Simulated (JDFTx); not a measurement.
**ZnS: band structure with PBEsol**

**Experimental background.**

From “Electronic, vibrational, and thermodynamic properties of ZnS (zincblende and rocksalt structure)”, 2009, arxiv:0911.5022, for a bulk crystal of ZnS at 19 K: band gap 3.85 eV (direct).

Crystal: ZnS.

```
CELL_PARAMETERS angstrom
0.00000 2.70200 2.70200
2.70200 0.00000 2.70200
2.70200 2.70200 0.00000
ATOMIC_POSITIONS crystal
Zn 0.75000 0.75000 0.75000
S 0.00000 0.00000 0.00000
```

```
Program                                 : JDFTx 1.7.0 (patched build)
Task                                    : band structure
Functional                              : PBEsol
Potentials or basis                     : PseudoDojo-SR-PBEsol-0.4.1-standard with smoothed tails
Cutoff                                  : 1143 eV
Density cutoff                          : 9143 eV
k mesh                                  : 9 × 9 × 9
Occupations                             : fermi-dirac, width 0.05 eV
Spin                                    : no spin polarisation
Band ratio of the Davidson solver       : 1.3
Local potential set to -Z/r beyond      : 6 bohr
Bands                                   : 19
Density cutoff over wavefunction cutoff : 8
Max SCF steps                           : 30
SCF threshold on the energy             : 1e-06 Ha
Solver of the electrons                 : minimize
Further solve for the empty bands       : no
Start                                   : density of an earlier self-consistent run, held fixed
Path                                    : G-X-W-K-G-L-U-W-L-K-U-X
```

```
Band gap along the path : 1.98 eV, direct
```

Levels at the corners of the path, in eV from the valence-band top:
| point | band 10 | band 11 | band 12 | band 13 | band 14 | band 15 | band 16 | band 17 |
| --- | --- | --- | --- | --- | --- | --- | --- | --- |
| Γ | -5.87 | 0.00 | 0.00 | 0.00 | 1.98 | 6.28 | 6.28 | 6.28 |
| X | -5.65 | -4.60 | -2.24 | -2.24 | 3.24 | 3.96 | 10.81 | 11.85 |
| W | -5.47 | -4.63 | -2.79 | -2.75 | 5.56 | 5.98 | 7.73 | 8.04 |
| K | -5.52 | -4.67 | -3.16 | -1.83 | 3.99 | 5.87 | 9.21 | 9.65 |
| Γ | -5.87 | 0.00 | 0.00 | 0.00 | 1.98 | 6.28 | 6.28 | 6.28 |
| L | -5.67 | -5.35 | -0.87 | -0.87 | 3.19 | 6.80 | 6.80 | 8.69 |
| U | -5.52 | -4.67 | -3.16 | -1.83 | 3.99 | 5.87 | 9.21 | 9.65 |
| W | -5.47 | -4.63 | -2.79 | -2.75 | 5.56 | 5.98 | 7.73 | 8.04 |
| L | -5.67 | -5.35 | -0.87 | -0.87 | 3.19 | 6.80 | 6.80 | 8.69 |
| K | -5.52 | -4.67 | -3.16 | -1.83 | 3.99 | 5.87 | 9.21 | 9.65 |
| U | -5.52 | -4.67 | -3.16 | -1.83 | 3.99 | 5.87 | 9.21 | 9.65 |
| X | -5.65 | -4.60 | -2.24 | -2.24 | 3.24 | 3.96 | 10.81 | 11.85 |

Run time: 23 s on 1 thread of Intel(R) Xeon(R) 6975P-C (Granite Rapids), on a shared host, peak memory 0.12 GiB.

A measured gap of ZnS is 3.85 eV (direct; 19 K; quoted in “Electronic, vibrational, and thermodynamic properties of ZnS (zincblende and rocksalt structure)”, 2009, arxiv:0911.5022); the calculated 1.98 eV misses it by -1.87 eV. The value is that of PBEsol, without temperature or zero-point motion. Semilocal functionals fall short of measured gaps as a rule.
